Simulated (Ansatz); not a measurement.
Density of states of SiO2 (P6_322, a = 5.015 Å, b = 5.015 Å, c = 8.539 Å, α = 90.00°, β = 90.00°, γ = 120.00°), in states per eV and primitive cell, averaged over bins of 0.4 eV. Method: DFT LDA, scalar-relativistic, plane waves, PAW in Ansatz.

Cutoff 420 eV; k points 6×6×4 on the computed 12-atom cell (Γ-centred); Gaussian smearing, width 0.02 eV; no spin polarisation.

The cell is relaxed at this level. The states (both spins) are summed by tetrahedra on a 9×9×6 mesh at the self-consistent density. Energies are bin centres; the table starts no lower than −8 eV and ends at 6 eV, or lower where the solved bands end.

The gap is 5.41 eV at this level, with the zero inside it.

```tsv
E − E_F (eV)	total	O 2p	Si 3p	O 2s	Si 3s
-7.85	2.35	1.88	0.43	0.00	0.00
-7.45	0.00	0.00	0.00	0.00	0.00
-7.05	0.00	0.00	0.00	0.00	0.00
-6.65	0.00	0.00	0.00	0.00	0.00
-6.25	0.00	0.00	0.00	0.00	0.00
-5.85	9.48	7.85	1.05	0.39	0.01
-5.45	10.76	9.57	0.64	0.29	0.02
-5.05	12.24	11.22	0.54	0.21	0.01
-4.65	13.49	12.49	0.54	0.17	0.01
-4.25	4.99	4.66	0.15	0.07	0.00
-3.85	9.27	8.82	0.17	0.12	0.01
-3.45	11.84	11.38	0.19	0.11	0.01
-3.05	6.17	6.04	0.05	0.02	0.00
-2.65	1.76	1.74	0.01	0.00	0.00
-2.25	0.00	0.00	0.00	0.00	0.00
-1.85	0.00	0.00	0.00	0.00	0.00
-1.45	0.00	0.00	0.00	0.00	0.00
-1.05	0.00	0.00	0.00	0.00	0.00
-0.65	0.00	0.00	0.00	0.00	0.00
-0.25	0.00	0.00	0.00	0.00	0.00
0.15	0.00	0.00	0.00	0.00	0.00
0.55	0.00	0.00	0.00	0.00	0.00
0.95	0.00	0.00	0.00	0.00	0.00
1.35	0.00	0.00	0.00	0.00	0.00
1.75	0.00	0.00	0.00	0.00	0.00
2.15	0.00	0.00	0.00	0.00	0.00
2.55	0.00	0.00	0.00	0.00	0.00
2.95	0.26	0.01	0.02	0.04	0.10
3.35	0.54	0.02	0.10	0.09	0.18
3.75	0.80	0.04	0.20	0.14	0.22
4.15	1.08	0.07	0.33	0.18	0.25
4.55	1.43	0.10	0.48	0.24	0.30
4.95	2.04	0.14	0.72	0.33	0.40
5.35	2.18	0.17	0.88	0.32	0.30
5.75	3.53	0.28	1.48	0.39	0.27
```

The columns after the total are the Löwdin projections on the occupied valence shells of the potentials. The rest of the total lies in shells that are empty in the free atom, which aren't projected, and between the atoms.

This form isn't the usual stable structure of the compound.

Cost: 1 run of about 2.1 core-minutes, on Arm Neoverse V2 (shared hosts).